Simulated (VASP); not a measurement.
TiAl:

```xyz
2
Lattice="2.8673 0.0000 0.0000 -1.4336 2.4831 0.0000 0.0000 0.0000 4.6781" Properties=species:S:1:pos:R:3 pbc="T T T"
Ti    0.0000    0.0000    0.0000
Al    0.0000    1.6554    2.3390
```

The cell comes from a database or a generator and needn't be the stable form of this composition.

- Program: VASP 6.6.1
- Task: relaxation of cell and atoms
- Functional: PBE
- Dispersion: D3(BJ)
- Potentials or basis: VASP PAW PBE potentials, release 64 (Ti_sv, Al)
- Cutoff: 600 eV
- k mesh: 18 × 18 × 10
- Occupations: gaussian, width 0.1 eV
- Spin: no spin polarisation

At the start: pressure -4.6 GPa; volume 16.65 Å³/atom.

How do energy, volume and symmetry change on relaxing?

Over 3 steps the energy falls by 10.5 meV/atom and the volume is 15.96 Å³/atom (-4.2 %); space group P-6m2 (No. 187, to 0.05 Å).

The path:
| step | energy change (eV) | largest force (eV/Å) | pressure (GPa) | volume (Å³) |
| --- | --- | --- | --- | --- |
| 1 | 0.0000 | 0.0000 | -4.57 | 33.31 |
| 2 | -0.0124 | 0.0000 | 3.30 | 31.07 |
| 3 | -0.0211 | 0.0000 | 0.00 | 31.91 |

Final structure:
```yaml
crystal:
  lattice:
    - [2.83102, 0.00000, 0.00000]
    - [-1.41551, 2.45174, 0.00000]
    - [0.00000, 0.00000, 4.59804]
  atoms:
    - { symbol: Ti, position: [0.00000, 0.00000, 0.00000] }
    - { symbol: Al, position: [0.33333, 0.66667, 0.50000] }
```

Caveat: pairwise dispersion overbinds metals, which lowers pressure and volume.
